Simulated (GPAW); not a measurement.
Write an ASE script for GPAW 26.7.0 that does the following.

| Quantity | Value |
| --- | --- |
| Task | band structure |
| Functional | LDA |
| Potentials or basis | PAW data sets generated in the run's folder for this functional |
| Cutoff | 600 eV |
| Basis | pw |
| k mesh | 7 × 7 × 4 |
| Occupations | fermi-dirac, width 0.05 eV |
| Spin | no spin polarisation |
| Maxiter | 150 |
| Band path | GMKGALHA,LM,KH |
| Band points | 100 |

Crystal: Zr.

```xyz
2
Lattice="3.2320 0.0000 0.0000 -1.6160 2.7990 0.0000 0.0000 0.0000 5.1470" Properties=species:S:1:pos:R:3 pbc="T T T"
Zr    1.6160    0.9330    3.8603
Zr    0.0000    1.8660    1.2868
```

These files were run (other wordings do the same):

run.py

```python
from ase.dft.bandgap import bandgap
from ase.io import write
from ase.spacegroup import crystal
from ase.units import GPa
from gpaw import GPAW, PW, setup_paths

setup_paths.insert(0, '.')

# Zr 2c
atoms = crystal(['Zr'],
                basis=[[0.6666666667, 0.3333333333, 0.75]],
                spacegroup=194, setting=1,  # P6_3/mmc
                cellpar=[3.232, 3.232, 5.147, 90.0, 90.0, 120.0],
                primitive_cell=True)

calc = GPAW(mode=PW(600),
            xc='LDA',
            kpts={'size': (7, 7, 4), 'gamma': True},
            occupations={'name': 'fermi-dirac', 'width': 0.05},
            nbands=24,
            convergence={'density': 1e-05, 'energy': 1e-05},
            maxiter=150,
            txt='gpaw.txt')
atoms.calc = calc
energy = atoms.get_potential_energy()
forces = atoms.get_forces()
stress = atoms.get_stress()
calc.write('gs.gpw')
write('result.traj', atoms)
print(f'Energy: {energy:.6f} eV')
print('Forces (eV/A):')
print(forces.round(4))
print('Stress (GPa):', (stress / GPa).round(3))
print('Fermi level:', round(calc.get_fermi_level(), 4), 'eV')
print(f'Gap: {bandgap(calc)[0]:.4f} eV, direct: {bandgap(calc, direct=True)[0]:.4f} eV')

path = atoms.cell.bandpath('GMKGALHA,LM,KH', npoints=100, eps=1e-4)
bs_calc = calc.fixed_density(kpts=path, symmetry='off', nbands=36,
                             convergence={'bands': 'CBM+6.0', 'eigenstates': 1e-6}, txt='bands.txt')
bs = bs_calc.band_structure()
bs.write('bs.json')
print(f'Gap on the path: {bandgap(bs_calc)[0]:.4f} eV')
```

Potentials or basis: PAW data sets generated in the run's folder for this functional, pw.

Run with:

```sh
$ gpaw-setup -f LDA Zr
$ OMP_NUM_THREADS=1 python run.py
```

Results of the run:

```yaml
Pressure: -6.4 GPa
Band_gap_along_the_path: none (metal or under the smearing width)
```

It took 52 s on 1 thread of Arm Neoverse V2 (shared host), peak memory 0.3 GiB.
